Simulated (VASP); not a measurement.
# ZnS (P6_3mc) in VASP: a series of runs

ZnS is run at these levels: PBE; tasks: single point, relaxation of cell and atoms, relaxation of the atoms.

Everything below comes from runs of VASP 6.6.1. Logs are shortened: lines on timing, memory, paths and dates and some standing lists are left out, and cuts for length are marked.

**The experiment to reproduce.**

A printed reference work, monograph reports, for a bulk crystal of ZnS at 4 K: band gap 3.911 eV (direct).

The results are compared with them further down.

### Step 1. The cell of the first run

It takes space group P6_3mc (No. 186, hexagonal). The conventional cell has a = 3.811 Å, b = 3.811 Å, c = 6.234 Å, α = 90.00°, β = 90.00°, γ = 120.00°. Within 3.1 Å of Zn (site symmetry 3m) lie 4 S at 2.34 Å. S (site symmetry 3m) has 4 Zn at 2.34 Å within 3.1 Å.

### Step 2. Single point, PBE

INCAR reads:

```
SYSTEM = ZnS
ALGO = Normal ; EDIFF = 1E-6
ENCUT = 520 ; GGA = PE
ISIF = 2 ; ISMEAR = 0
LASPH = .True. ; LCHARG = .False.
LREAL = .False. ; LWAVE = .False.
NBANDS = 26 ; NELM = 80
PREC = Accurate ; SIGMA = 0.05
```

KPOINTS reads:

```
k-points
0
Gamma
  8 8 4
  0 0 0
```

POSCAR reads:

```
ZnS
1.0
    3.8110000000      0.0000000000      0.0000000000
   -1.9055000000      3.3004228138      0.0000000000
    0.0000000000      0.0000000000      6.2340000000
Zn S
2 2
Direct
    0.3333333333      0.6666666667      0.0052008604
    0.6666666667      0.3333333333      0.5052008604
    0.3333333333      0.6666666667      0.3797991396
    0.6666666667      0.3333333333      0.8797991396
```

Potentials or basis: VASP PAW PBE potentials, release 64 (Zn, S).

Launch:

```bash
cat potpaw_PBE.64/Zn/POTCAR potpaw_PBE.64/S/POTCAR > POTCAR
mpirun -np 1 vasp_std > vasp.out
```

OUTCAR:

```text
SYSTEM = ZnS
   EDIFF = 1E-6
   ENCUT = 520
   GGA = PE
   ISIF = 2
   ISMEAR = 0
   LASPH = .True.
   LREAL = .False.
   NELM = 80
   PREC = Accurate

 ion  position               nearest neighbor table
   1  0.333  0.667  0.005-   4 2.34   4 2.34   4 2.34   3 2.34
   2  0.667  0.333  0.505-   3 2.34   3 2.34   3 2.34   4 2.34
   3  0.333  0.667  0.380-   2 2.34   2 2.34   2 2.34   1 2.34
   4  0.667  0.333  0.880-   1 2.34   1 2.34   1 2.34   2 2.34

  LATTYP: Found a hexagonal cell.
 ALAT       =     3.8110000000
 C/A-ratio  =     1.6357911309

  Lattice vectors:

 A1 = (   3.8110000000,   0.0000000000,   0.0000000000)
 A2 = (  -1.9055000000,   3.3004228138,   0.0000000000)
 A3 = (   0.0000000000,   0.0000000000,   6.2340000000)

Analysis of symmetry for initial positions (statically):
=====================================================================
 Subroutine PRICEL returns:
 Original cell was already a primitive cell.

 Routine SETGRP: Setting up the symmetry group for a
 hexagonal supercell.

 Subroutine GETGRP returns: Found 12 space group operations
 (whereof  6 operations were pure point group operations)
 out of a pool of 24 trial point group operations.

The static configuration has the point symmetry C_3v.
 The point group associated with its full space group is C_6v.

Analysis of symmetry for dynamics (positions and initial velocities):
=====================================================================
 Subroutine PRICEL returns:
 Original cell was already a primitive cell.

 Routine SETGRP: Setting up the symmetry group for a
 hexagonal supercell.

 Subroutine GETGRP returns: Found 12 space group operations
 (whereof  6 operations were pure point group operations)
 out of a pool of 24 trial point group operations.

The dynamic configuration has the point symmetry C_3v.
 The point group associated with its full space group is C_6v.

 Subroutine INISYM returns: Found 12 space group operations
 (whereof  6 operations are pure point group operations),
 and found     1 'primitive' translations

----------------------------------------------------------------------------------------

                                     Primitive cell

  volume of cell :      78.4107
[... 88 lines left out ...]
   LNONCOLLINEAR =      F non collinear calculations
   LSORBIT =      F    spin-orbit coupling
   LASPH  =      T    aspherical Exc in radial PAW
   ENCUT  =  520.0 eV  38.22 Ry    6.18 a.u.   7.09  7.09 11.59*2*pi/ulx,y,z
   NELM   =     80;   NELMIN=  2; NELMDL= -5     # of ELM steps
   EDIFF  = 0.1E-05   stopping-criterion for ELM
   LREAL  =      F    real-space projection
   EDIFFG = 0.1E-04   stopping-criterion for IOM
   NSW    =      0    number of steps for IOM
   IBRION =     -1    ionic relax: 0-MD 1-quasi-New 2-CG
   NFREE  =      0    steps in history (QN), initial steepest desc. (CG)
   ISIF   =      2    stress and relaxation
   ISYM   =      2    0-nonsym 1-usesym 2-fastsym
   POTIM  = 0.5000    time-step for ionic-motion
   TEBEG  =    0.0;   TEEND  =   0.0 temperature during run
   PSTRESS=    0.0 pullay stress
   NELECT =      36.0000    total number of electrons
   NUPDOWN=      -1.0000    fix difference up-down
   EMIN   =  10.00;   EMAX   =-10.00  energy-range for DOS
   EFERMI =   0.00;   METHOD = LEGACY
   ISMEAR =     0;   SIGMA  =   0.05  broadening in eV -4-tet -1-fermi 0-gaus
   EFERMI_NEDOS =   21; number of points for ismear=-14 and -15
   IALGO  =     38    algorithm
   IMIX   =      4    mixing-type and parameters
     AMIX     =   0.40;   BMIX     =  1.00
     AMIX_MAG =   1.60;   BMIX_MAG =  1.00
  volume/ion in A,a.u.               =      19.60       132.29
  Fermi-wavevector in a.u.,A,eV,Ry     =   1.262943  2.386617 21.701647  1.595026
  Thomas-Fermi vector in A             =   2.396326
   LORBIT       =      0    0 simple, 1 ext, 2 COOP (PROOUT), +10 PAW based schemes
   GGA     = PE    functional components
   LHFCALC =     F    Hartree Fock is set to
   AEXX    =    0.0000 exact exchange contribution
   IVDW    =     0    specifies the selected vdW correction
   LEPSILON=     F    determine dielectric tensor
   LRPA    =     F    only Hartree local field effects (RPA)
 non-spin polarized calculation
 Gauss-broadening in eV      SIGMA  =   0.05
  energy-cutoff  :      520.00
  volume of cell :       78.41
 maximum number of plane-waves:      2138
   NGX = 15   NGY = 15   NGZ = 23

 number of electron      35.9999996 magnetization

 Free energy of the ion-electron system (eV)
  ---------------------------------------------------
  ext. energy  EPLUGINS =         0.00000000
  ---------------------------------------------------
  free energy    TOTEN  =       -13.67534608 eV

  energy without entropy =      -13.67534608  energy(sigma->0) =      -13.67534608

 E-fermi :   2.4324     XC(G=0):  -9.6535

 val. band max:        2.1809925781   @ k =   0.0000   0.0000   0.0000
 cond. band min:       4.4009041776   @ k =   0.0000   0.0000   0.0000
 fundamental gap:      2.2199115995
 Fermi energy:         2.4324354055

 k-point     1 :       0.0000    0.0000    0.0000
  band No.  band energies     occupation
      1     -11.0259      2.00000
      2     -10.0778      2.00000
      3      -4.1852      2.00000
      4      -4.1710      2.00000
      5      -4.1710      2.00000
      6      -4.0877      2.00000
[... 685 lines left out ...]
     25      11.0236      0.00000
     26      11.0236      0.00000

 [... further k-points ...]

------------------------ aborting loop because EDIFF is reached ----------------------------------------

  FORCE on cell =-STRESS in cart. coord.  units (eV):
  Direction    XX          YY          ZZ          XY          YZ          ZX
  --------------------------------------------------------------------------------------
  -------------------------------------------------------------------------------------
  Total        1.0755714      1.0755714      1.2593111      0.0000000      0.0000000      0.0000000
  in kB       21.9773093     21.9773093     25.7316882      0.0000000      0.0000000      0.0000000
  external PRESSURE =      23.2287689 kB  Pullay stress =       0.0000000 kB

 VOLUME and BASIS-vectors are now :
 -----------------------------------------------------------------------------
  energy-cutoff  :      520.00
  volume of cell :       78.41
      direct lattice vectors                 reciprocal lattice vectors
     3.811000000  0.000000000  0.000000000     0.262398321  0.151495741  0.000000000
    -1.905500000  3.300422814  0.000000000     0.000000000  0.302991482  0.000000000
     0.000000000  0.000000000  6.234000000     0.000000000  0.000000000  0.160410651

 POSITION                                       TOTAL-FORCE (eV/Angst)
 -----------------------------------------------------------------------------------
     -0.00000      2.20028      0.03242         0.000000     -0.000000     -0.007606
      1.90550      1.10014      3.14942        -0.000000      0.000000     -0.007606
     -0.00000      2.20028      2.36767         0.000000     -0.000000      0.007606
      1.90550      1.10014      5.48467        -0.000000     -0.000000      0.007606
 -----------------------------------------------------------------------------------
    total drift:                               -0.000000     -0.000000     -0.000410

  FREE ENERGIE OF THE ION-ELECTRON SYSTEM (eV)
  ---------------------------------------------------
  free  energy   TOTEN  =       -13.6753460840 eV

  energy  without entropy=      -13.6753460840  energy(sigma->0) =      -13.67534608
```

Run time: 74 s. Hardware: 1 thread of Intel Xeon 8259CL, shared host; peak memory 0.21 GiB.

Results:

- Free energy: -13.6753 eV
- Pressure: 2.3 GPa
- Largest force: 0.008 eV/Å
- Band gap on the k mesh: 2.22 eV

Forces on the atoms (eV/Å):
```
Zn   0.000  0.000 -0.008
Zn   0.000  0.000 -0.008
S    0.000  0.000  0.008
S    0.000  0.000  0.008
```

### Step 3. Single point, PBE

This run uses another cell than the first one, of 20.19 Å³/atom.

INCAR reads:

```
PREC     = Accurate       # precision mode
ENCUT    = 520            # plane-wave cutoff, eV
EDIFF    = 1E-7           # SCF threshold, eV
ISMEAR   = 0              # smearing method
SIGMA    = 0.05           # smearing width, eV
LREAL    = False          # projectors in reciprocal space
LASPH    = True           # aspherical terms in the spheres
NELM     = 60             # most SCF steps
ALGO     = Normal         # electronic algorithm
ISIF     = 2              # what is computed and relaxed
LWAVE    = False          # write WAVECAR
LCHARG   = False          # write CHGCAR
GGA      = PE             # functional
NBANDS   = 26             # bands
```

KPOINTS reads:

```
Automatic mesh
0
Gamma
  8 8 4
```

POSCAR reads:

```
ZnS
1.0
    3.8458156497      0.0000000000      0.0000000000
   -1.9229078249      3.3305740510      0.0000000000
    0.0000000000      0.0000000000      6.3039698155
Zn S
2 2
Direct
    0.3333333333      0.6666666667      0.0052008604
    0.6666666667      0.3333333333      0.5052008604
    0.3333333333      0.6666666667      0.3797991396
    0.6666666667      0.3333333333      0.8797991396
```

Potentials or basis: VASP PAW PBE potentials, release 64 (Zn, S).

Launch:

```bash
cat potpaw_PBE.64/Zn/POTCAR potpaw_PBE.64/S/POTCAR > POTCAR
mpirun -np 1 vasp_std > vasp.out
```

Run time: 87 s. Hardware: 1 thread of Intel Xeon 8259CL, shared host; peak memory 0.22 GiB.

It converged, with:

| Item | Value |
| --- | --- |
| Free energy | -13.6935 eV |
| Pressure | 0.1 GPa |
| Band gap on the k mesh | 2.08 eV |

Levels at points of the mesh, in eV from the valence-band top:
```csv
k point,band 14,band 15,band 16,band 17,band 18,band 19,band 20,band 21,band 22,band 23
"(0.00, 0.00, 0.00)",-0.86,-0.86,-0.07,0.00,0.00,2.08,3.05,6.33,6.33,6.59
"(0.50, 0.00, 0.00)",-4.01,-3.14,-2.14,-1.61,-0.85,3.68,4.18,5.14,6.93,7.29
"(0.00, 0.00, 0.50)",-2.80,-0.45,-0.45,-0.45,-0.45,3.48,3.48,6.76,6.76,6.78
"(0.50, 0.00, 0.50)",-4.74,-1.56,-1.56,-1.54,-1.54,3.54,3.54,5.24,5.24,8.78
```

[end of part 1 of 2]
